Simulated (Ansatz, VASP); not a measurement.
## HfN in VASP and in Ansatz

```
CELL_PARAMETERS angstrom
2.76736 0.00000 0.00000
0.00000 2.76736 0.00000
0.00000 0.00000 2.76736
ATOMIC_POSITIONS crystal
Hf 0.50000 0.50000 0.50000
N 0.00000 0.00000 0.00000
```

The cell was built by a generator and needn't be a form met in nature.

Alike in both runs: task single point; functional PBE; k mesh 9 × 9 × 9; occupations fermi-dirac, width 0.05 eV; no spin polarisation.

```csv
,VASP,Ansatz
version,VASP 6.6.1,Ansatz 0.2.0
potentials or method,"VASP PAW PBE potentials, release 64 (Hf_pv, N)",Ansatz PAW
plane-wave cutoff (eV),520,420
valence electrons in the cell,15,31
```

Ansatz gave:

```
gap on the k mesh at the Fermi level (eV) : none
pressure (GPa)                            : 16.7
```

Task: Which values does VASP return?

Result: gap on the k mesh at the Fermi level (eV): none; pressure (GPa): 13.5.

A gap of «none» marks a metal or a gap that the smearing closes. The functional is the same, so the differences come from potentials, cutoffs and numerics. The two sets of potentials don't hold the same shells in valence.

Caveats: the pressure holds a Pulay correction of +0.4 GPa for the finite cutoff (Ansatz). The runs have no spin-orbit coupling, so splittings on Hf are missing.
